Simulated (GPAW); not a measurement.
The system is ZnS (Wurtzite-2H).

```
Zn S
1.0
     3.81100    0.00000    0.00000
    -1.90550    3.30042    0.00000
     0.00000    0.00000    6.23400
Zn S
2 2
Direct
  0.66667 0.33333 0.50000
  0.33333 0.66667 0.00000
  0.66667 0.33333 0.88500
  0.33333 0.66667 0.38500
```

```yaml
Program: GPAW 26.7.0
Task: relaxation of cell and atoms
Functional: rSCAN
Potentials_or_basis: GPAW PAW data sets (gpaw-data 1.2.1)
Cutoff: 600 eV
Basis: pw
k_mesh: 6 × 6 × 3
Occupations: fermi-dirac, width 0.05 eV
Spin: no spin polarisation
```

At the start: pressure -0.4 GPa; volume 19.60 Å³/atom.

Question: How do energy, volume and symmetry change on relaxing?

Answer: Over 9 steps the energy falls by 5.6 meV/atom and the volume is 19.43 Å³/atom (-0.9 %); space group P6_3mc (No. 186, to 0.05 Å).

The path:
```
step  energy change (eV)  largest force (eV/Å)  pressure (GPa)  volume (Å³)
   1              0.0000                0.3196           -0.40        78.41
   2             -0.0060                0.2767           -0.40        78.37
   3             -0.0206                0.0565           -0.22        78.07
   4             -0.0213                0.0153           -0.25        78.10
   5             -0.0215                0.0114           -0.22        78.07
   6             -0.0222                0.0049            0.13        77.71
   7             -0.0223                0.0019            0.16        77.68
   8             -0.0223                0.0080            0.16        77.69
   9             -0.0224                0.0111            0.12        77.72
```

Final structure:
```yaml
crystal:
  lattice:
    - [3.79651, 0.00000, 0.00000]
    - [-1.89826, 3.28788, 0.00000]
    - [0.00000, 0.00000, 6.22651]
  atoms:
    - { symbol: Zn, position: [0.66667, 0.33333, 0.50522] }
    - { symbol: Zn, position: [0.33333, 0.66667, 0.00522] }
    - { symbol: S, position: [0.66667, 0.33333, 0.87978] }
    - { symbol: S, position: [0.33333, 0.66667, 0.37978] }
```

Caveat: later steps reuse the first step's grids; the PAW data sets were made with another functional, which shifts forces and pressure a little.
